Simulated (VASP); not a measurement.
LiCl:

```
Cl Li
1.0
     0.00000    2.56477    2.56477
     2.56477    0.00000    2.56477
     2.56477    2.56477    0.00000
Cl Li
1 1
Direct
  0.50000 0.50000 0.50000
  0.00000 0.00000 0.00000
```

Base run:

* Program: VASP 6.6.1
* Functional: PBEsol
* Potentials or basis: VASP PAW PBE potentials, release 64 (Cl, Li_sv)
* Cutoff: 520 eV
* k mesh: 10 × 10 × 10
* Occupations: gaussian, width 0.02 eV
* Spin: no spin polarisation

Its results: band gap on the k mesh 6.14 eV, direct.

Question: The run is repeated on the same cell with these changes: functional from PBEsol to PBE. What comes out?

Answer: Band gap on the k mesh 6.34 eV, direct.
